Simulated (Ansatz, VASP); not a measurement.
## InSb in VASP and in Ansatz

The input INCAR:

```
SYSTEM = InSb
PREC = Accurate
ENCUT = 520
EDIFF = 1E-6
ISMEAR = 0
SIGMA = 0.1
LREAL = .FALSE.
LASPH = .TRUE.
NELM = 80
ALGO = Normal
ISIF = 2
LWAVE = .FALSE.
LCHARG = .TRUE.
GGA = PE
LELF = .TRUE.
LVHAR = .TRUE.
NBANDS = 16
```

KPOINTS

```
regular mesh
0
G
  12 12 12
  0 0 0
```

File POSCAR:

```
InSb
1.0
    0.0000000000      2.9799696040      2.9799696040
    2.9799696040      0.0000000000      2.9799696040
    2.9799696040      2.9799696040      0.0000000000
In Sb
1 1
Direct
    0.0000000000      0.0000000000      0.0000000000
    0.5000000000      0.5000000000      0.5000000000
```

Input for Ansatz:

```yaml
crystal:
  lattice:
    - [0.0, 2.979969604, 2.979969604]
    - [2.979969604, 0.0, 2.979969604]
    - [2.979969604, 2.979969604, 0.0]
  atoms:
    - { symbol: In, position: [0.0, 0.0, 0.0] }
    - { symbol: Sb, position: [0.5, 0.5, 0.5] }
basis:
  ecutwfc: 420
kpoints:
  mp_grid: { grid: [12, 12, 12] }
hamiltonian:
  xc: pbe
scf:
  occupations: { method: gaussian, width: 0.1 }
output:
  forces: true
  stress: true
  eigenvalues: true
```

Alike in both runs: task single point; functional PBE; k mesh 12 × 12 × 12; occupations gaussian, width 0.1 eV; no spin polarisation.

|  | VASP | Ansatz |
| --- | --- | --- |
| version | VASP 6.6.1 | Ansatz 0.2.0 |
| potentials or method | VASP PAW PBE potentials, release 64 (In_d, Sb) | scalar-relativistic, plane waves, PAW |
| plane-wave cutoff (eV) | 520 | 420 |
| valence electrons in the cell | 18 | 28 |

```csv
,VASP,Ansatz,Ansatz less VASP
gap on the k mesh at the Fermi level (eV),none,none,-
pressure (GPa),5.6,5.6,+0.02
```

A gap of «none» marks a metal or a gap that the smearing closes. The functional is the same, so the differences come from potentials, cutoffs and numerics. The two sets of potentials don't hold the same shells in valence.

The runs have no spin-orbit coupling, so splittings on Sb are missing.
